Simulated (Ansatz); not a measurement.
AlSb (zinc blende)

```xyz
2
Lattice="0.0000 3.0886 3.0886 3.0886 0.0000 3.0886 3.0886 3.0886 0.0000" Properties=species:S:1:pos:R:3 pbc="T T T"
Sb     4.6329     4.6329     4.6329
Al     0.0000     0.0000     0.0000
```

In this cell atom 1 (Sb, nearest neighbour Al at 2.675 Å; its periodic images, 4.4 Å or more away, move with it) is moved by u·(1.000, 0.000, 0.000) + v·(0.000, 1.000, 0.000); the rest is frozen.

The numbers are results of r2SCAN (plane waves to 500 eV, PAW, scalar-relativistic; Ansatz, an electronic-structure program), not measurements. k mesh 11×11×11 (Γ-centred), Fermi-Dirac smearing 0.05 eV. The energy includes the smearing's −TS. As the smearing reaches across the gap at some points, energies and forces of such displacements shift with the k mesh and the smearing. AlSb was relaxed with its symmetry unable to fall. Spin-orbit coupling is left out, though Sb is heavy. The zero of ΔE is the undisplaced structure. Axes are in Å.

Give the computed ΔE (eV/cell) at all points of the grid u = -0.670, -0.335, 0.000, 0.335, 0.670 by v = -0.670, -0.335, 0.000, 0.335, 0.670.

ΔE (eV/cell), with u across and v down:

```tsv
v \ u	-0.670	-0.335	0.000	0.335	0.670
-0.670	3.987	2.186	1.523	2.186	3.987
-0.335	2.186	0.922	0.432	0.922	2.186
0.000	1.523	0.432	0.000	0.432	1.523
0.335	2.186	0.922	0.432	0.922	2.186
0.670	3.987	2.186	1.523	2.186	3.987
```

(A displaced cell: forces are minus the slopes of the energy, force constants its curvatures, and phonons follow from these.)
